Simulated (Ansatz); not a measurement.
Crystal: CaO.

```xyz
2
Lattice="0.0000 2.4036 2.4036 2.4036 0.0000 2.4036 2.4036 2.4036 0.0000" Properties=species:S:1:pos:R:3 pbc="T T T"
Ca    0.0000    0.0000    0.0000
O     2.4036    2.4036    2.4036
```

The cell is a database's computed one.

Base run:

```yaml
Program: Ansatz 0.2.0
Functional: PBE
Potentials_or_basis: all-electron LAPW, scalar-relativistic
Cutoff: 246 eV (chosen from the basis error)
Basis_error_allowed: 0.001 eV/atom
k_mesh: 10 × 10 × 10
Occupations: fermi-dirac, width 0.05 eV
Spin: no spin polarisation
```

Its results: band gap on the k mesh 3.65 eV, indirect (least direct gap 4.03 eV); pressure 1.6 GPa.

**Question.** The run is repeated on the same cell with these changes: functional from PBE to revPBE. What comes out?

**Answer.** Band gap on the k mesh 3.73 eV, indirect (least direct gap 4.11 eV); pressure 4.4 GPa.

revPBE binds less tightly than PBE, so the same cell stands under more pressure.
